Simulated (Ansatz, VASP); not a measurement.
**Re2C: VASP beside Ansatz**

Wanted: the spread between two codes on one cell, functional and k mesh.

Method: plane waves, with VASP 6.6.1 beside it; relaxation of cell and atoms at r2SCAN with D4, in Ansatz 0.2.0.

## 1. The structure

It takes space group P6_3/mmc (No. 194, hexagonal). The conventional cell has a = 2.856 Å, b = 2.856 Å, c = 9.863 Å, α = 90.00°, β = 90.00°, γ = 120.00°. Nearest to Re lie 3 C at 2.16 Å. C has 6 Re at 2.16 Å nearest. Farther neighbours are not listed.

As a file:

```cif
data_structure
_symmetry_space_group_name_H-M 'P 1'
_symmetry_Int_Tables_number 1
_cell_length_a 2.8558
_cell_length_b 2.8558
_cell_length_c 9.8629
_cell_angle_alpha 90.000
_cell_angle_beta 90.000
_cell_angle_gamma 120.000
_cell_volume 69.66
loop_
_atom_site_label
_atom_site_type_symbol
_atom_site_fract_x
_atom_site_fract_y
_atom_site_fract_z
_atom_site_occupancy
Re1 Re 0.33333 0.66667 0.60835 1
Re2 Re 0.66667 0.33333 0.10835 1
Re3 Re 0.66667 0.33333 0.39165 1
Re4 Re 0.33333 0.66667 0.89165 1
C5 C 0.33333 0.66667 0.25000 1
C6 C 0.66667 0.33333 0.75000 1
```

## 2. VASP: relaxation of cell and atoms, r2SCAN with D4

The relaxed volume is the usual yardstick between codes: its relative difference is about their pressure difference at one cell divided by the bulk modulus.

Lines of VASP's logs that name or quote its potential files are left out, and so is its time.

Input file INCAR:

```
SYSTEM = Re2C
PREC = Accurate
ENCUT = 560
EDIFF = 1E-06
NELM = 100
ISMEAR = -1
SIGMA = 0.05
LREAL = .FALSE.
ALGO = Normal
METAGGA = R2SCAN
IVDW = 13
VDW_S6 = 1
VDW_S8 = 0.6018749
VDW_A1 = 0.51559235
VDW_A2 = 5.77342911
LASPH = .TRUE.
NBANDS = 24
LORBIT = 11
LWAVE = .FALSE.
LCHARG = .FALSE.
KPAR = 4
IBRION = 2
NSW = 60
ISIF = 3
EDIFFG = -0.01
```

Input file POSCAR:

```
Re2C
1.0
    2.8557741595      0.0000000000      0.0000000000
   -1.4278870797      2.4731729696      0.0000000000
    0.0000000000      0.0000000000      9.8628597200
Re C
4 2
Direct
    0.3333333300      0.6666666700      0.6083498100
    0.6666666700      0.3333333300      0.1083498100
    0.6666666700      0.3333333300      0.3916501900
    0.3333333300      0.6666666700      0.8916501900
    0.3333333300      0.6666666700      0.2500000000
    0.6666666700      0.3333333300      0.7500000000
```

Input file KPOINTS:

```
Automatic mesh
0
Gamma
9 9 3
0 0 0
```

The projector-augmented-wave data sets are Re and C (PBE family, release 64).

Run with:

```sh
$ mpirun -np 4 vasp_std
```

Numbers of over 12 decimals in the logs are rounded to 6 here.

The log of the run:

```text
[banner, memory and clock lines left out]
running    4 mpi-ranks, on    1 nodes
 distrk:  each k-point on    1 cores,    4 groups
 distr:  one band on    1 cores,    1 groups

 POSCAR found type information on POSCAR ReC
 POSCAR found :  2 types and       6 ions
|                                                                             |
|               ----> ADVICE to this user running VASP <----                  |
|                                                                             |
|     You enforced a specific xc type in the INCAR file but a different       |
|     [... a line on the potential file left out ...]
|     I HOPE YOU KNOW WHAT YOU ARE DOING!                                     |
|                                                                             |

 LDA part: xc-table for (None), standard interpolation
 POSCAR, INCAR and KPOINTS ok, starting setup
 FFT: planning ... GRIDC
 FFT: planning ... GRID_SOFT
 FFT: planning ... GRID
 WAVECAR not read
 entering main loop
       N       E                     dE             d eps       ncg     rms          rms(c)
DAV:   1     0.127611948704E+03    0.12761E+03   -0.17226E+04  2112   0.202E+03
DAV:   2    -0.189792490669E+03   -0.31740E+03   -0.29524E+03  2192   0.803E+02
DAV:   3    -0.231561180325E+03   -0.41769E+02   -0.39325E+02  2152   0.415E+02
DAV:   4    -0.237169652206E+03   -0.56085E+01   -0.54122E+01  2040   0.102E+02
DAV:   5    -0.237701431034E+03   -0.53178E+00   -0.52543E+00  2104   0.262E+01    0.673E+01
DAV:   6    -0.230295544463E+03    0.74059E+01   -0.28793E+01  2280   0.733E+01    0.234E+01
DAV:   7    -0.230041459346E+03    0.25409E+00   -0.48076E+00  1984   0.227E+01    0.992E+00
DAV:   8    -0.230035787829E+03    0.56715E-02   -0.48779E-01  2000   0.127E+01    0.824E-01
DAV:   9    -0.230019424039E+03    0.16364E-01   -0.13146E-01  2184   0.413E+00    0.320E-01
DAV:  10    -0.230020811964E+03   -0.13879E-02   -0.18898E-02  2056   0.206E+00    0.382E-01
DAV:  11    -0.230020574664E+03    0.23730E-03   -0.23629E-03  2168   0.793E-01    0.131E-01
DAV:  12    -0.230020638180E+03   -0.63517E-04   -0.12978E-03  2256   0.416E-01    0.759E-02
DAV:  13    -0.230020618635E+03    0.19546E-04   -0.69335E-05  1976   0.119E-01    0.708E-02
DAV:  14    -0.230020599809E+03    0.18826E-04   -0.11637E-04  2248   0.122E-01    0.551E-03
DAV:  15    -0.230020599306E+03    0.50311E-06   -0.11812E-05  1664   0.445E-02    0.115E-02
DAV:  16    -0.230020598650E+03    0.65557E-06   -0.73698E-07  1152   0.262E-02
   1 F= -.23108977E+03 E0= -.23108013E+03  d E =-.231090E+03
[...]
2 F= -.23101707E+03 E0= -.23100799E+03  d E =0.726995E-01
[...]
3 F= -.23109766E+03 E0= -.23108814E+03  d E =-.788380E-02
[...]
4 F= -.23109700E+03 E0= -.23108774E+03  d E =0.653703E-03
 trial-energy change:    0.000654  1 .order    0.000604   -0.002188    0.003396
 step:   0.3216(harm=  0.3323)  dis= 0.00149  next Energy=  -231.098068 (dE=-0.412E-03)
 bond charge predicted
       N       E                     dE             d eps       ncg     rms          rms(c)
DAV:   1    -0.230020666313E+03   -0.13263E-03   -0.11014E-01  1768   0.488E+00    0.248E-01
DAV:   2    -0.230021154950E+03   -0.48864E-03   -0.49148E-03  1992   0.102E+00    0.110E-01
DAV:   3    -0.230021154228E+03    0.72233E-06   -0.49058E-04  2088   0.385E-01    0.331E-02
DAV:   4    -0.230021155616E+03   -0.13884E-05   -0.37097E-05  1968   0.982E-02    0.213E-02
DAV:   5    -0.230021155238E+03    0.37847E-06   -0.66953E-06  1344   0.419E-02
   5 F= -.23109808E+03 E0= -.23108866E+03  d E =-.426758E-03
 curvature:  -0.17 expect dE=-0.106E-05 dE for cont linesearch -0.101E-05
 trial: gam=-0.04357 g(F)=  0.334E-05 g(S)=  0.281E-05 ort = 0.125E-03 (trialstep = 0.743E+00)
 search vector abs. value=  0.304E-06
 reached required accuracy - stopping structural energy minimisation
```

From OUTCAR (step 2):

```text
ion  position               nearest neighbor table
   1  0.333  0.667  0.608-   6 2.16   6 2.16   6 2.16   3 2.70   3 2.70   3 2.70   4 2.79
   2  0.667  0.333  0.108-   5 2.16   5 2.16   5 2.16   4 2.70   4 2.70   4 2.70   3 2.79
   3  0.667  0.333  0.392-   5 2.16   5 2.16   5 2.16   1 2.70   1 2.70   1 2.70   2 2.79
   4  0.333  0.667  0.892-   6 2.16   6 2.16   6 2.16   2 2.70   2 2.70   2 2.70   1 2.79
   5  0.333  0.667  0.250-   2 2.16   3 2.16   2 2.16   3 2.16   2 2.16   3 2.16
   6  0.667  0.333  0.750-   1 2.16   4 2.16   1 2.16   4 2.16   1 2.16   4 2.16

  LATTYP: Found a hexagonal cell.
 ALAT       =     2.8557741595
 C/A-ratio  =     3.4536553555

 Subroutine GETGRP returns: Found 24 space group operations
 (whereof 12 operations were pure point group operations)

The static configuration has the point symmetry D_3d.
 The point group associated with its full space group is D_6h.

 Found     24 irreducible k-points:

   k-points           NKPTS =     24   k-points in BZ     NKDIM =     24   number of bands    NBANDS=     24

   dimension x,y,z NGX =    24 NGY =   24 NGZ =   80
   dimension x,y,z NGXF=    48 NGYF=   48 NGZF=  160

   ENCUT  =  560.0 eV  41.16 Ry    6.42 a.u.   5.51  5.51 19.03*2*pi/ulx,y,z

   NELECT =      36.0000    total number of electrons

 k-points in reciprocal lattice and weights: Automatic mesh
   0.00000000  0.00000000  0.00000000       0.004
   0.11111111  0.00000000  0.00000000       0.025
   0.22222222  0.00000000  0.00000000       0.025
   0.33333333  0.00000000  0.00000000       0.025
   0.44444444  0.00000000  0.00000000       0.025
   0.11111111  0.11111111  0.00000000       0.025
   0.22222222  0.11111111  0.00000000       0.049
   0.33333333  0.11111111  0.00000000       0.049
   0.44444444  0.11111111  0.00000000       0.025
[...]
0.33333333  0.22222222  0.33333333       0.099
   0.33333333  0.33333333  0.33333333       0.016

 average (electrostatic) potential at core
       1 -44.4724       2 -44.4724       3 -44.4724       4 -44.4724       5 -48.7832
       6 -48.7832

 E-fermi :   8.7416

 k-point     1 :       0.0000    0.0000    0.0000
  band No.  band energies     occupation
    ...
     14       6.5992      2.00000
     15       6.5992      2.00000
     16       6.7165      2.00000
     17       6.7165      2.00000
     18       6.7853      2.00000
     19       9.0711      0.00274
     20       9.1271      0.00090
     21       9.1271      0.00090
     22       9.2767      0.00004
     23       9.2767      0.00004
    ...

 k-point     2 :       0.1111    0.0000    0.0000
  band No.  band energies     occupation
    ...
     15       6.5533      2.00000
     16       6.6669      2.00000
     17       6.7001      2.00000
     18       7.0482      2.00000
     19       7.5952      2.00000
     20       9.1172      0.00109
     21       9.1336      0.00079
     22       9.5216      0.00000
     23      10.3650      0.00000
     24      10.8082      0.00000

 k-point     3 :       0.2222    0.0000    0.0000
  band No.  band energies     occupation
    ...
     15       6.0881      2.00000
     16       6.6161      2.00000
     17       7.2512      2.00000
     18       7.4336      2.00000
     19       7.9873      2.00000
     20       9.2426      0.00009
     21       9.3720      0.00001
     22      10.1098      0.00000
     23      10.7286      0.00000
     24      11.5000      0.00000

  DFT-D4 for vdW energy calculation

  Edisp (eV):   -1.07693

  Total      -0.00836    -0.00836     0.01449    -0.00000    -0.00000     0.00000
  in kB      -0.19390    -0.19390     0.33627    -0.00000    -0.00000     0.00000
  external pressure =       -0.02 kB  Pullay stress =        0.00 kB

  energy-cutoff  :      560.00
  volume of cell :       69.06
      direct lattice vectors                 reciprocal lattice vectors
     2.845850747 -0.000000000  0.000000000     0.351388772  0.202874402  0.000000000
    -1.422925373  2.464579042 -0.000000000     0.000000000  0.405748805  0.000000000
    -0.000000000 -0.000000000  9.845782658     0.000000000  0.000000000  0.101566329

 POSITION                                       TOTAL-FORCE (eV/Angst)
 -----------------------------------------------------------------------------------
     -0.00000      1.64305      5.98625         0.000000     -0.000000     -0.004159
      1.42293      0.82153      1.06336         0.000000      0.000000     -0.004159
      1.42293      0.82153      3.85953         0.000000      0.000000      0.004159
     -0.00000      1.64305      8.78242         0.000000     -0.000000      0.004159
     -0.00000      1.64305      2.46145        -0.000000      0.000000     -0.000000
      1.42293      0.82153      7.38434        -0.000000     -0.000000     -0.000000
 -----------------------------------------------------------------------------------
    total drift:                               -0.000001      0.000001     -0.000000

  FREE ENERGIE OF THE ION-ELECTRON SYSTEM (eV)
  ---------------------------------------------------
  free  energy   TOTEN  =      -231.0980823250 eV

  energy  without entropy=     -231.0792420572  energy(sigma->0) =     -231.08866219

 reached required accuracy - stopping structural energy minimisation

 total charge
# of ion       s       p       d       tot
------------------------------------------
    1        0.584   0.770   4.904   6.257
    2        0.584   0.770   4.904   6.257
    3        0.584   0.770   4.904   6.257
    4        0.584   0.770   4.904   6.257
    5        0.874   1.533   0.000   2.407
    6        0.874   1.533   0.000   2.407
--------------------------------------------------
tot          4.082   6.146  19.614  29.842

[... 3 further parts left out ...]
```

Dispersion corrections of this kind ignore metallic screening and tend to overbind metals. The data set Re keeps the semicore shell frozen, which is cheaper and a little less accurate.

(Continued in part 2 of 2.)

[Lines on the potential files, build, host, timing and source positions are cut from VASP's logs without a mark.]

[Logs are printed without paths, hosts, clocks, repeated set-up lines and the standing remarks that a program may print on its own settings, such as how far it seeks lower states.]

[Hosts, paths, dates, database ids (printed as entryN), source tags and the programs' standing remarks are cut or masked in the printed files.]
